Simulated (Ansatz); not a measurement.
# ZrO2: the cost of one run

Method: DFT r2SCAN, scalar-relativistic, plane waves, PAW, in Ansatz 0.2.0.

The COD entry's cell or inner coordinates are ideal or old and differ from later refinements, so a difference from it is no clean test against experiment.

### 1 The system as given

It takes space group Fm-3m (No. 225, cubic). Conventional cell: a = 5.070 Å, b = 5.070 Å, c = 5.070 Å, α = 90.00°, β = 90.00°, γ = 90.00°. Zr (site symmetry m-3m) has 8 O at 2.20 Å as nearest neighbours. O (site symmetry -43m) has 4 Zr at 2.20 Å as nearest neighbours.

Coordinates:

```xyz
3
Lattice="0.0000 2.5350 2.5350 2.5350 0.0000 2.5350 2.5350 2.5350 0.0000" Properties=species:S:1:pos:R:3 pbc="T T T"
Zr    0.0000    0.0000    0.0000
O     1.2675    1.2675    1.2675
O     3.8025    3.8025    3.8025
```

The structure comes from the Crystallography Open Database.

(A quick probe on a coarse mesh, which set the mesh and smearing, is not shown.)

### 3 The relaxation

input.yaml reads:

```yaml
crystal:
  lattice:
    - [0.0, 2.535, 2.535]
    - [2.535, 0.0, 2.535]
    - [2.535, 2.535, 0.0]
  atoms:
    - { symbol: Zr, position: [0.0, 0.0, 0.0] }
    - { symbol: O, position: [0.25, 0.25, 0.25] }
    - { symbol: O, position: [0.75, 0.75, 0.75] }
basis:
  ecutwfc: 500
kpoints:
  mp_grid: { grid: [8, 8, 8] }
hamiltonian:
  xc: r2scan
scf:
  occupations: { method: gaussian, width: 0.02 }
output:
  forces: true
  stress: true
  eigenvalues: true
  write_density: true
  write_potential: true
  elf: true
  volumetric_format: npy
relax:
  adjacent_minimum: "off"
  f_tol: 0.005
  max_steps: 80
  cell: { stress_tol: 0.05 }
```

Run with:

```console
$ ansatz run input.yaml --threads 2 --pin off --max-ram 5120MiB --backend cpu --events-out ev --progress --plain --runs-dir out
```

Q: Estimate wall time and peak memory on 2 threads of Intel Xeon Platinum 8488C (Sapphire Rapids), shared host.

About 4.6 s, with a peak of 0.47 GiB.
